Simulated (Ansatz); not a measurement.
**CdS (Hawleyite): equation of state with BLYP+D4**

Crystal: CdS (Hawleyite).

```
CELL_PARAMETERS angstrom
0.00000 2.91650 2.91650
2.91650 0.00000 2.91650
2.91650 2.91650 0.00000
ATOMIC_POSITIONS crystal
Cd 0.00000 0.00000 0.00000
S 0.75000 0.75000 0.75000
```

```
Program             : Ansatz 0.2.0
Task                : equation of state
Functional          : BLYP
Dispersion          : D4
Potentials or basis : Ansatz PAW
Cutoff              : 420 eV
Density cutoff      : 1680 eV
k mesh              : 8 × 8 × 8
Occupations         : fermi-dirac, width 0.05 eV
Spin                : no spin polarisation
```

```
Equilibrium volume                      : 25.52 Å³/atom
Bulk modulus                            : 56 GPa
Pressure derivative of the bulk modulus : 4.6
```

Energy against volume, from the lowest point:
| volume (Å³/atom) | energy (meV/atom) |
| --- | --- |
| 23.319 | 39.00 |
| 23.815 | 22.34 |
| 24.312 | 10.62 |
| 24.808 | 3.33 |
| 25.304 | 0.00 |
| 25.800 | 0.23 |
| 26.296 | 3.64 |

All runs of the series together: 7.3 s on 2 threads of AMD EPYC 7B13 (Zen 3) (shared host).

Caveat: the potentials were made for another functional, which shifts forces and pressure. Zero-point motion and thermal expansion aren't in these numbers.
